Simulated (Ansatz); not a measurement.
Input and command of a calculation in Ansatz (plane waves; scalar-relativistic PAW potentials unless the input names others):

```yaml
crystal:
  lattice:
    - [-4.8265176369, 0.0, 3.238166658]
    - [4.8265176369, 0.0, 3.238166658]
    - [0.0, 4.8283676022, -3.238166658]
  atoms:
    - { symbol: Sn, position: [0.2897089916, 0.7766938762, 0.5291484675] }
    - { symbol: Sn, position: [0.7637721665, 0.2576044494, 0.5222541613] }
    - { symbol: Sn, position: [0.0267752952, -0.0049990537, 0.0036605935] }
    - { symbol: Sn, position: [0.5266473614, 0.5148761724, 0.0235819122] }
    - { symbol: O, position: [-0.1289390642, 0.2385598846, 0.2171861604] }
    - { symbol: O, position: [0.5264288533, 0.817727652, 0.3260933064] }
    - { symbol: O, position: [0.9750995263, 0.7592594861, 0.2141059943] }
    - { symbol: O, position: [0.4594551249, 0.2368717938, 0.1841833106] }
    - { symbol: O, position: [0.5940568157, 0.7431679664, 0.8130234194] }
    - { symbol: O, position: [0.0781908815, 0.2567598089, 0.8192220878] }
    - { symbol: O, position: [1.0268553643, 0.6906728725, 0.6993435324] }
    - { symbol: O, position: [0.5266849302, 0.2082760171, 0.7167724842] }
    - { symbol: O, position: [0.1827802361, 0.3643536058, 0.4026551556] }
basis:
  ecutwfc: "450 eV"
  xc_grid: 2
kpoints:
  mp_grid: { grid: [1, 1, 1], shift: [0.0, 0.0, 0.0] }
hamiltonian:
  xc: revpbe
scf:
  occupations: { method: gaussian, width: 0.02 }
output:
  forces: true
  eigenvalues: true
```

```bash
ansatz run input.yaml --threads 4 --pin off --max-ram 10240MiB --backend cpu --events-out ev --progress --plain --runs-dir out
```

Abridged log:
```
Basis set: ecut = 450 eV, 3247 PW (Γ), exchange–correlation on 90×90×90 points (8 copies of the dense FFT grid, shifted against one another)
Bands: 68, of which v1, the nominal top of the filled ones, is band 55 counted from 1 (54 counted from 0)
Symmetry: 1 space group operations
k-points: 1
SCF iter   1: F=—  HF=-29229.339962 eV  |F-HF|=—  |Δ(HF+E_count)|=         —  Δρ=2.18e-2  dr2=5.80e-1  ethr=1.77e-3  ⟨swp⟩=6.0  Hψ=267  notcnv=0
SCF iter   2: F=—  HF=-29229.201766 eV  |F-HF|=—  |Δ(HF+E_count)|=   1.38e-1  Δρ=9.21e-3  dr2=6.25e-2  ethr=5.27e-4  ⟨swp⟩=2.0  Hψ=102  notcnv=0  defer=6
SCF iter   3: F=—  HF=-29229.201684 eV  |F-HF|=—  |Δ(HF+E_count)|=   8.24e-5  Δρ=4.38e-3  dr2=1.86e-2  ethr=5.68e-5  ⟨swp⟩=2.0  Hψ=69  notcnv=0  defer=2
automatic band count: iteration 3 solves 64 bands in place of 68: the levels show a gap, and the empty bands left out lie too high to hold charge; the band table lists the bands solved (type scf.n_extra_bands for more)
SCF iter   4: F=—  HF=-29229.206449 eV  |F-HF|=—  |Δ(HF+E_count)|=   4.76e-3  Δρ=1.27e-3  dr2=2.34e-3  ethr=1.69e-5  ⟨swp⟩=2.0  Hψ=94  notcnv=0  defer=2
SCF iter   5: F=—  HF=-29229.206813 eV  |F-HF|=—  |Δ(HF+E_count)|=   3.64e-4  Δρ=4.57e-4  dr2=2.67e-4  ethr=2.13e-6  ⟨swp⟩=2.0  Hψ=124  notcnv=0  defer=2
SCF iter   6: F=—  HF=-29229.207107 eV  |F-HF|=—  |Δ(HF+E_count)|=   2.94e-4  Δρ=2.06e-4  dr2=5.44e-5  ethr=2.43e-7  ⟨swp⟩=2.0  Hψ=96  notcnv=0  defer=2
SCF iter   7: F=—  HF=-29229.207076 eV  |F-HF|=—  |Δ(HF+E_count)|=   3.13e-5  Δρ=7.83e-5  dr2=8.68e-6  ethr=4.95e-8  ⟨swp⟩=2.0  Hψ=96  notcnv=0  defer=2
SCF iter   8: F=—  HF=-29229.207080 eV  |F-HF|=—  |Δ(HF+E_count)|=   4.57e-6  Δρ=2.21e-5  dr2=7.65e-7  ethr=7.89e-9  ⟨swp⟩=2.0  Hψ=96  notcnv=0  defer=2
SCF iter   9: F=—  HF=-29229.207081 eV  |F-HF|=—  |Δ(HF+E_count)|=   7.99e-7  Δρ=1.72e-5  dr2=3.88e-7  ethr=6.95e-10  ⟨swp⟩=2.0  Hψ=96  notcnv=0  defer=2
SCF iter  10: F=-29229.207081 eV  HF=-29229.207081 eV  |F-HF|=1.96e-8  |Δ(HF+E_count)|=   1.86e-8  Δρ=4.06e-6  dr2=2.42e-8  ethr=9.09e-11  ⟨swp⟩=10.0  Hψ=289  notcnv=0
SCF 1 converged in 10 iterations: F = -29229.207081 eV  dr2 = 2.42e-8
SCF converged after 10 iterations
Free energy (F): -29229.207081 eV
Harris-Foulkes:  -29229.207081 eV  (|F-HF|=1.96e-8)
Internal energy: -29229.207081 eV  (E = F + TS)
E sigma→0 (E₀):  -29229.207081 eV
Fermi energy:    10.096423 eV
--- Forces (eV/Å), atoms counted from 1 ---
  atom   1  Sn     0.09916388    -0.05283350     0.45776228
  atom   2  Sn    -0.05730391     0.09871586    -0.46224248
  atom   3  Sn    -0.00468354    -0.01019406    -0.00829841
  atom   4  Sn    -0.12446196    -0.13492703     0.01370987
  atom   5  O     -0.26043611     0.85819763    -0.13917835
  atom   6  O      1.44614782     1.45443919     0.00228502
  atom   7  O      1.07824990    -0.91302792     0.06597195
  atom   8  O      0.78410339    -0.72623750     0.07602033
  atom   9  O     -0.73347339     0.79081501    -0.07392931
  atom  10  O     -0.91164781     1.07830974    -0.06464269
  atom  11  O     -1.19351550    -1.19623757    -0.00381487
  atom  12  O     -0.98560145    -0.98661359     0.00392493
  atom  13  O      0.86349172    -0.26035523     0.13243699
```

Apart from outputs, empty bands and the relaxation, which only the reference makes, the input differs from a reference run on usual settings in hamiltonian.xc: "pbe" → "revpbe"; kpoints.mp_grid.grid: [3, 3, 3] → [1, 1, 1]; basis.ecutwfc: 420 → "450 eV". The reference, at the same geometry, ended its own course with largest force 0.015 eV/Å, gap on the mesh 0.70 eV. This run converged in 10 SCF iterations with a total energy on another zero, largest force 2.051 eV/Å, gap on the mesh 1.05 eV. Its k mesh is looser than usual. The Hamiltonian differs as well, so the change in the result can't be put down to that alone.

It took 1.4 s on 4 threads of Intel(R) Xeon(R) Processor @ 2.70GHz, with other jobs on the host, peak memory 0.38 GiB.